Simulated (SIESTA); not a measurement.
Runs of SIESTA 5.4.2 on WC (Qusongite). The structure is hexagonal, space group P-6m2 (No. 187). Conventional cell: a = 2.907 Å, b = 2.907 Å, c = 2.837 Å, α = 90.00°, β = 90.00°, γ = 120.00°. W (site symmetry -6m2) has 6 C at 2.20 Å as nearest neighbours. Around C (site symmetry -6m2) lie 6 W at 2.20 Å. 

```csv
level,potentials or basis,gap on the mesh (eV),pressure (GPa)
AM05,"PseudoDojo 0.4 standard (PBEsol files), DZP (energy shift 0.003 Ry; two zetas on semicore shells)",none,(a)
BLYP,"PseudoDojo 0.4 standard (PBE files), DZP (energy shift 0.003 Ry; two zetas on semicore shells)",none,24.9
vdW-DF-cx,"PseudoDojo 0.4 standard (PBE files), DZP (energy shift 0.003 Ry; two zetas on semicore shells)",none,5.3
PBE,"PseudoDojo 0.4 standard (PBE files), DZP (energy shift 0.003 Ry; two zetas on semicore shells)",none,11.6
```

Alike in all rows: task band structure; no spin polarisation; cell as given; k mesh 10 × 10 × 9; smearing fermi-dirac 0.05 eV; grid cutoff 800 Ry; energy shift 0.003 Ry.

Problem. Fill in the values left out.

Solution. (a) 0.6.

Caveats: short orbitals over semicore shells can move pressures by several GPa; spin-orbit coupling is left out, which moves the levels of the heavy elements; the basis of atomic orbitals isn't converged, which shifts pressures, moduli and gaps; the potentials were made for another functional, which shifts forces and pressure (some runs).

A k mesh can miss the band edges, and the runs leave out spin-orbit coupling on W.

A gap of «none» marks a metal or a gap under the smearing width.
